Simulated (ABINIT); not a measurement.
## Converging GW for AgCl (Fm-3m) in ABINIT

What does each rung of G0W0 on AgCl (Fm-3m) cost, and what does it buy?

Main program and level: ABINIT 10.8.3; PBE and many-body steps on it, plane waves.

### Step 1. Starting point

It takes space group Fm-3m (No. 225, cubic). Conventional cell: a = 5.545 Å, b = 5.545 Å, c = 5.545 Å, α = 90.00°, β = 90.00°, γ = 90.00°. Nearest to Ag lie 6 Cl at 2.77 Å. Nearest to Cl lie 6 Ag at 2.77 Å. Farther neighbours and most contacts between anions are not listed.

The cell and positions are those that the Materials Project relaxed with its own functionals (PBE, PBE+U or r2SCAN), kept fixed.

### Step 2. Empty states on the mesh, 6×6×6 mesh, 403 bands

This step: ABINIT 10.8.3; DFT, PBE, plane waves, norm-conserving pseudopotentials.

The sums over transitions need many empty states on a uniform mesh; this step solves for them.

Contents of run.abi:

```
acell 3*1.0 Angstrom
rprim 
  0.000000000000 2.772662996800 2.772662996800
  2.772662996800 0.000000000000 2.772662996800
  2.772662996800 2.772662996800 0.000000000000
ntypat 2
znucl 47 17
natom 2
typat 1 2
xred 
  0.000000000000 0.000000000000 0.000000000000
  0.500000000000 0.500000000000 0.500000000000
pp_dirpath "pseudos"
pseudos "Ag.upf, Cl.upf"
ecut 37
ngkpt 6 6 6
nshiftk 1
shiftk 0 0 0
kptopt 1
chksymbreak 0
irdden 1
istwfk *1
nband 403
prtvol 0
optdriver 6
gwr_task "HDIAGO"
paral_kgb 0
occopt 1
indata_prefix "in"
outdata_prefix "out"
tmpdata_prefix "tmp"
```

Run with:

```console
> OMP_NUM_THREADS=1 mpirun -n 8 abinit run.abi > log
```

Output:

```text
.Version 10.8.3 of ABINIT. v10.8.2 released Aug 2026.

 Symmetries : space group Fm -3 m (#225); Bravais cF (face-center cubic)
[... echo of the input left out ...]
== DATASET  1 ==================================================================
-   mpi_nproc: 8, omp_nthreads: 1 (-1 if OMP is not activated)

--- !DatasetInfo
iteration_state: {dtset: 1, }
dimensions: {natom: 2, nkpt: 16, mband: 403, nsppol: 1, nspinor: 1, nspden: 1, mpw: 3119, }
cutoff_energies: {ecut:  37.0, pawecutdg:  -1.0, }
[...]
Indirect band gap semiconductor
 Fundamental gap:     0.913 (eV)
   VBM:     4.678 (eV) at k: [ 5.0000E-01,  0.0000E+00,  0.0000E+00]
   CBM:     5.591 (eV) at k: [ 0.0000E+00,  0.0000E+00,  0.0000E+00]
 Direct gap:         3.230 (eV) at k: [ 0.0000E+00,  0.0000E+00,  0.0000E+00]

== END DATASET(S) ==============================================================
================================================================================

 -outvars: echo values of variables after computation  --------
           etotal      0.0000000000E+00
            nband         403
             nkpt          16
          spgroup         225
 [... the other variables as echoed above ...]

 Calculation completed.
```

Elapsed: 46 s, on 8 MPI ranks of Arm Neoverse V2, shared host; peak memory 4.7 GiB; 6.1 min of CPU time.

This step gave:

- gap: 0.9128 eV
- k of the valence top: 0.5, 0, 0
- k of the conduction bottom: 0, 0, 0
- least direct gap: 3.230 eV
- k points computed: 16
- lowest point of the top converged band, above the valence top: 238.2175 eV

On this mesh the gap is 0.913 eV.

The density comes from a self-consistent run that is not shown.

### Step 3. Screening, 6×6×6 mesh, 60 bands, screening to 114.3 eV

The RPA dielectric matrix is built and inverted for each q.

This step: RPA screening on PBE, plane waves, norm-conserving pseudopotentials.

run.abi, as its differences from that of step 2:

```diff
@@ -20,10 +20,11 @@
 chksymbreak 0
-irdden 1
 istwfk *1
-nband 403
-prtvol 0
-optdriver 6
-gwr_task "HDIAGO"
-paral_kgb 0
 occopt 1
+irdwfk 1
+optdriver 3
+nband 60
+ecuteps 4.2
+inclvkb 2
+awtr 1
+symchi 1
 indata_prefix "in"
```

Output:

```text
.Version 10.8.3 of ABINIT. v10.8.2 released Aug 2026.

 Symmetries : space group Fm -3 m (#225); Bravais cF (face-center cubic)
[... echo of the input left out ...]
== DATASET  1 ==================================================================
-   mpi_nproc: 8, omp_nthreads: 1 (-1 if OMP is not activated)

--- !DatasetInfo
iteration_state: {dtset: 1, }
dimensions: {natom: 2, nkpt: 16, mband: 60, nsppol: 1, nspinor: 1, nspden: 1, mpw: 3119, }
cutoff_energies: {ecut:  37.0, pawecutdg:  -1.0, }
electrons: {nelect:   2.60000000E+01, charge:   0.00000000E+00, occopt:   1.00000000E+00, tsmear:   1.00000000E-02, }

 SCREENING: Calculation of the susceptibility and dielectric matrices

 Based on a program developped by R.W. Godby, V. Olevano, G. Onida, and L. Reining.
 Incorporated in ABINIT by V. Olevano, G.-M. Rignanese, and M. Torrent.
.Using double precision arithmetic ; gwpc =  8

[... cell and pseudopotentials left out ...]
--------------------------------------------------------------------------------

 ==== K-mesh for the wavefunctions ====
 Number of points in the irreducible wedge :    16
[... list of points left out ...]
 Together with 48 symmetry operations and time-reversal symmetry
 yields   216 points in the full Brillouin Zone.

 ==== Q-mesh for the screening function ====
 Number of points in the irreducible wedge :    16
[... list of points left out ...]
 Together with 48 symmetry operations and time-reversal symmetry
 yields   216 points in the full Brillouin Zone.

 setmesh: FFT mesh size selected  =    27x   27x   27
          total number of points  =        19683

 vcoul_init : cutoff-mode = AUXILIARY_FUNCTION
 q-points for optical limit:   1
     1)      0.000010    0.000020    0.000030

- screening: taking advantage of time-reversal symmetry
- Maximum band index for partially occupied states nbvw = 13
- Remaining bands to be divided among processors   nbcw = 47
- Number of bands treated by each node ~5

 Number of electrons calculated from density =   26.0000; Expected =   26.0000
 average of density, n =  0.090376
 r_s =    1.3824
 omega_plasma =   28.9990 [eV]

 calculating chi0 at frequencies [eV] :
  1    0.000000E+00    0.000000E+00
  2    0.000000E+00    2.899902E+01

--------------------------------------------------------------------------------
  q-point number  1        q = ( 0.000000, 0.000000, 0.000000) [r.l.u.]
--------------------------------------------------------------------------------
[... chi0 elements left out ...]
 For q-point:  0.000010 0.000020 0.000030
  dielectric constant =   4.9609
  dielectric constant without local fields =   5.3820

  Average fulfillment of the sum rule on Im[epsilon] for q-point    1 :     45.83  [%]
[... wings left out ...]
  q-point number  2        q = ( 0.166667, 0.000000, 0.000000) [r.l.u.]
--------------------------------------------------------------------------------
[... chi0 elements left out ...]
  Average fulfillment of the sum rule on Im[epsilon] for q-point    2 :     66.51  [%]

 [... 14 further q-points ...]
```

Elapsed: 29 s, on 8 MPI ranks; peak memory 1.6 GiB; 3.8 min of CPU time.

This step gave:

| Item | Value |
| --- | --- |
| ε∞ with local fields, on this mesh, along the program's q direction | 4.961 |
| the same without local fields | 5.382 |
| plasma frequency | 29.00 eV |
| plane waves in the screening matrix | 113 |

Local fields lower ε∞ by 8 %.

### Step 4. 60 bands, 114.3 eV

The self-energy is evaluated for the states that the input lists, and the levels follow from it, in one-shot runs by the linearised quasiparticle equation.

This step: G0W0 on PBE, plane waves, norm-conserving pseudopotentials.

run.abi, as its differences from that of step 3:

```diff
@@ -23,8 +23,17 @@
 irdwfk 1
-optdriver 3
+optdriver 4
 nband 60
+gwcalctyp 0
+ecutsigx 37
+symsigma 1
+nkptgw 2
+kptgw 
+  0.5000000000 0.0000000000 0.0000000000
+  0.0000000000 0.0000000000 0.0000000000
+bdgw 
+  12 15
+  11 17
 ecuteps 4.2
-inclvkb 2
-awtr 1
-symchi 1
+irdscr 1
+ppmodel 1
 indata_prefix "in"
```

Output:

```text
.Version 10.8.3 of ABINIT. v10.8.2 released Aug 2026.

 Symmetries : space group Fm -3 m (#225); Bravais cF (face-center cubic)
[... echo of the input left out ...]
== DATASET  1 ==================================================================
-   mpi_nproc: 8, omp_nthreads: 1 (-1 if OMP is not activated)

--- !DatasetInfo
iteration_state: {dtset: 1, }
dimensions: {natom: 2, nkpt: 16, mband: 60, nsppol: 1, nspinor: 1, nspden: 1, mpw: 3119, }
cutoff_energies: {ecut:  37.0, pawecutdg:  -1.0, }
electrons: {nelect:   2.60000000E+01, charge:   0.00000000E+00, occopt:   1.00000000E+00, tsmear:   1.00000000E-02, }

 SIGMA: Calculation of the GW corrections

 Based on a program developped by R.W. Godby, V. Olevano, G. Onida, and L. Reining.
 Incorporated in ABINIT by V. Olevano, G.-M. Rignanese, and M. Torrent.
.Using double precision arithmetic ; gwpc =  8

[... cell and pseudopotentials left out ...]
--------------------------------------------------------------------------------

 ==== K-mesh for the wavefunctions ====
 Number of points in the irreducible wedge :    16
[... list of points left out ...]
 Together with 48 symmetry operations and time-reversal symmetry
 yields   216 points in the full Brillouin Zone.

 ==== Q-mesh for screening function ====
 Number of points in the irreducible wedge :    16
[... list of points left out ...]
 Together with 48 symmetry operations and time-reversal symmetry
 yields   216 points in the full Brillouin Zone.

 vcoul_init : cutoff-mode = AUXILIARY_FUNCTION
 q-points for optical limit:   1
     1)      0.000010    0.000020    0.000030
 setmesh: FFT mesh size selected  =    45x   45x   45
          total number of points  =        91125

 Number of electrons calculated from density =   26.0000; Expected =   26.0000
 average of density, n =  0.090376
 r_s =    1.3824
 omega_plasma =   28.9990 [eV]

 === KS Band Gaps ===
  >>>> For spin  1
   Minimum direct gap =   3.2296 [eV], located at k-point      :   0.0000  0.0000  0.0000
   Fundamental gap    =   0.9128 [eV], Top of valence bands at :   0.5000  0.0000  0.0000
                                       Bottom of conduction at :   0.0000  0.0000  0.0000
 SIGMA fundamental parameters:
 PLASMON POLE MODEL  1
 number of plane-waves for SigmaX                 3119
 number of plane-waves for SigmaC and W            113
 number of plane-waves for wavefunctions          3119
 number of bands                                    60
 number of independent spin polarizations            1
 number of spinorial components                      1
 number of k-points in IBZ                          16
 number of q-points in IBZ                          16
 number of symmetry operations                      48
 number of k-points in BZ                          216
 number of q-points in BZ                          216
 number of frequencies for dSigma/dE                 9
 frequency step for dSigma/dE [eV]                0.25
 number of omega for Sigma on real axis              0
 max omega for Sigma on real axis  [eV]           0.00
 zcut for avoiding poles [eV]                     0.10

 EPSILON^-1 parameters (SCR file):
 dimension of the eps^-1 matrix on file            113
 dimension of the eps^-1 matrix used               113
 number of plane-waves for wavefunctions          3119
 number of bands                                    60
 number of q-points in IBZ                          16
 number of frequencies                               2
 number of real frequencies                          1
 number of imag frequencies                          1

 matrix elements of self-energy operator (all in [eV])

 Perturbative Calculation

--- !SelfEnergy_ee
iteration_state: {dtset: 1, }
kpoint     : [   0.500,    0.000,    0.000, ]
spin       : 1
KS_gap     :    4.239
QP_gap     :    5.253
Delta_QP_KS:    1.014
data: !SigmaeeData |
     Band     E0 <VxcDFT>   SigX SigC(E0)      Z dSigC/dE  Sig(E)    E-E0       E
       12   4.678 -21.526 -26.477   4.120   0.799  -0.252 -22.190  -0.663   4.015
       13   4.678 -21.526 -26.477   4.120   0.799  -0.252 -22.190  -0.663   4.015
       14   8.917  -9.101  -4.939  -3.743   0.838  -0.193  -8.750   0.351   9.268
       15  11.220 -13.714  -7.722  -4.656   0.805  -0.243 -12.639   1.075  12.295

--- !SelfEnergy_ee
iteration_state: {dtset: 1, }
kpoint     : [   0.000,    0.000,    0.000, ]
spin       : 1
KS_gap     :    3.230
QP_gap     :    4.601
Delta_QP_KS:    1.371
data: !SigmaeeData |
     Band     E0 <VxcDFT>   SigX SigC(E0)      Z dSigC/dE  Sig(E)    E-E0       E
       11   2.361 -14.531 -18.773   3.141   0.792  -0.263 -15.402  -0.871   1.490
       12   2.361 -14.531 -18.773   3.141   0.792  -0.263 -15.402  -0.871   1.490
       13   2.361 -14.531 -18.773   3.141   0.792  -0.263 -15.402  -0.871   1.490
       14   5.591 -10.859  -6.734  -3.525   0.832  -0.202 -10.359   0.500   6.091
       15  15.379 -12.293  -6.949  -4.171   0.824  -0.214 -11.327   0.966  16.345
       16  15.379 -12.293  -6.949  -4.171   0.824  -0.214 -11.327   0.966  16.345
       17  15.379 -12.293  -6.949  -4.171   0.824  -0.214 -11.327   0.966  16.345

== END DATASET(S) ==============================================================
================================================================================

 -outvars: echo values of variables after computation  --------
           etotal      0.0000000000E+00
            nband          60
             nkpt          16
          spgroup         225
 [... the other variables as echoed above ...]

 Calculation completed.
```

It took 4.2 s on 8 MPI ranks; peak memory 1.3 GiB.

This step gave:

```
G0W0 gap on the points computed              : 2.076 eV
starting gap on the mesh                     : 0.9128 eV
k of the valence top                         : 0.5, 0, 0
k of the conduction bottom                   : 0, 0, 0
Z at the valence top                         : 0.799
Z at the conduction bottom                   : 0.832
least direct G0W0 gap on the computed points : 4.601 eV
```

The gap on the mesh goes from 0.91 eV to 2.08 eV, a correction of +1.16 eV.

### Step 5. Screening, 6×6×6 mesh, 169 bands, screening to 212.2 eV

This step: RPA screening on PBE, plane waves, norm-conserving pseudopotentials.

run.abi, as its differences from that of step 4:

```diff
@@ -23,17 +23,8 @@
 irdwfk 1
-optdriver 4
-nband 60
-gwcalctyp 0
-ecutsigx 37
-symsigma 1
-nkptgw 2
-kptgw 
-  0.5000000000 0.0000000000 0.0000000000
-  0.0000000000 0.0000000000 0.0000000000
-bdgw 
-  12 15
-  11 17
-ecuteps 4.2
-irdscr 1
-ppmodel 1
+optdriver 3
+nband 169
+ecuteps 7.8
+inclvkb 2
+awtr 1
+symchi 1
 indata_prefix "in"
```

Output:

```text
.Version 10.8.3 of ABINIT. v10.8.2 released Aug 2026.

 Symmetries : space group Fm -3 m (#225); Bravais cF (face-center cubic)
[... echo of the input left out ...]
== DATASET  1 ==================================================================
-   mpi_nproc: 8, omp_nthreads: 1 (-1 if OMP is not activated)

--- !DatasetInfo
iteration_state: {dtset: 1, }
dimensions: {natom: 2, nkpt: 16, mband: 169, nsppol: 1, nspinor: 1, nspden: 1, mpw: 3119, }
cutoff_energies: {ecut:  37.0, pawecutdg:  -1.0, }
electrons: {nelect:   2.60000000E+01, charge:   0.00000000E+00, occopt:   1.00000000E+00, tsmear:   1.00000000E-02, }

 SCREENING: Calculation of the susceptibility and dielectric matrices

 Based on a program developped by R.W. Godby, V. Olevano, G. Onida, and L. Reining.
 Incorporated in ABINIT by V. Olevano, G.-M. Rignanese, and M. Torrent.
.Using double precision arithmetic ; gwpc =  8

[... cell and pseudopotentials left out ...]
--------------------------------------------------------------------------------

 ==== K-mesh for the wavefunctions ====
 Number of points in the irreducible wedge :    16
[... list of points left out ...]
 Together with 48 symmetry operations and time-reversal symmetry
 yields   216 points in the full Brillouin Zone.

 ==== Q-mesh for the screening function ====
 Number of points in the irreducible wedge :    16
[... list of points left out ...]
 Together with 48 symmetry operations and time-reversal symmetry
 yields   216 points in the full Brillouin Zone.

 setmesh: FFT mesh size selected  =    30x   30x   30
          total number of points  =        27000

 vcoul_init : cutoff-mode = AUXILIARY_FUNCTION
 q-points for optical limit:   1
     1)      0.000010    0.000020    0.000030

- screening: taking advantage of time-reversal symmetry
- Maximum band index for partially occupied states nbvw = 13
- Remaining bands to be divided among processors   nbcw = 156
- Number of bands treated by each node ~19

 Number of electrons calculated from density =   26.0000; Expected =   26.0000
 average of density, n =  0.090376
 r_s =    1.3824
 omega_plasma =   28.9990 [eV]

 calculating chi0 at frequencies [eV] :
  1    0.000000E+00    0.000000E+00
  2    0.000000E+00    2.899902E+01

--------------------------------------------------------------------------------
  q-point number  1        q = ( 0.000000, 0.000000, 0.000000) [r.l.u.]
--------------------------------------------------------------------------------
[... chi0 elements left out ...]
 For q-point:  0.000010 0.000020 0.000030
  dielectric constant =   4.9448
  dielectric constant without local fields =   5.4104

  Average fulfillment of the sum rule on Im[epsilon] for q-point    1 :     78.30  [%]
[... wings left out ...]
  q-point number  2        q = ( 0.166667, 0.000000, 0.000000) [r.l.u.]
--------------------------------------------------------------------------------
[... chi0 elements left out ...]
  Average fulfillment of the sum rule on Im[epsilon] for q-point    2 :     89.56  [%]

 [... 14 further q-points ...]
```

It took 2.9 min on 8 MPI ranks; peak memory 2.9 GiB; 23 min of CPU time.

This step gave:

```
ε∞ with local fields, on this mesh, along the program's q direction : 4.945
the same without local fields                                       : 5.410
plasma frequency                                                    : 29.00 eV
plane waves in the screening matrix                                 : 307
```

(Part 1 of 2 ends here.)

[Paths, hosts, dates, memory and timing lines, banners, echoed tables and standing remarks are left out of the program output.]

[Logs are printed without paths, hosts, clocks, repeated set-up lines and the standing remarks that a program may print on its own settings, such as how far it seeks lower states.]

[Runs of the session that timed out or met a known fault of the program may be left out.]

[Hosts, paths, dates, database ids (printed as entryN), source tags and the programs' standing remarks are cut or masked in the printed files.]

[G0W0 gaps are taken among the corrected bands and points alone; a level outside them can change the order at an edge.]

[Where Ansatz stands beside ABINIT at settings called matched, ABINIT's density can come from a denser mesh and the files from another edition; pairs whose starting gaps differed by over 0.03 eV were left out, so agreement reads better than it is.]
